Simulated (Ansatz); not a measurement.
The system is Te.

```
Te
1.0
     2.30590    1.33131    1.69095
    -2.30590    1.33131    1.69095
     0.00000   -2.66263    1.69095
Te
1
Cartesian
  0.0000 0.0000 2.5364
```

This isn't the form of Te at room conditions, which is trigonal, of chains.

```yaml
Program: Ansatz 0.2.0
Task: relaxation of cell and atoms
Functional: PBEsol
Dispersion: D4
Potentials_or_basis: Ansatz PAW
Cutoff: "420 eV (not typed: the program's choice for these potentials)"
k_mesh: 9 × 9 × 9
Occupations: fermi-dirac, width 0.05 eV
Spin: no spin polarisation
```

At the start: volume 31.15 Å³/atom.

**Question.** How do energy, volume and symmetry change on relaxing?

**Answer.** It ends after 7 steps and the volume is 30.16 Å³/atom (-3.2 %); space group R-3m (No. 166, to 0.05 Å).

The path:
| step | energy change (eV) | largest force (eV/Å) | volume (Å³) |
| --- | --- | --- | --- |
| 1 | 0.0000 | 0.0000 | 31.15 |
| 2 | -0.0030 | 0.0000 | 29.92 |
| 3 | -0.0042 | 0.0000 | 30.34 |
| 4 | -0.0043 | 0.0000 | 30.31 |
| 5 | -0.0047 | 0.0000 | 30.20 |
| 6 | -0.0047 | 0.0000 | 30.16 |
| 7 | -0.0045 | 0.0000 | 30.16 |

Final structure:
```xyz
1
Lattice="2.3049 1.3307 1.6388 -2.3049 1.3307 1.6388 0.0000 -2.6615 1.6388" Properties=species:S:1:pos:R:3 pbc="T T T"
Te    0.0000    0.0000    2.4582
```

Caveat: the plane-wave basis is chosen anew once the cell has moved, so the energies of steps on either side of that aren't comparable; pairwise dispersion overbinds metals, which lowers pressure and volume; the PAW data sets come from PBE, with cores solved anew for the run's functional, which leaves a small shift of forces and pressure.
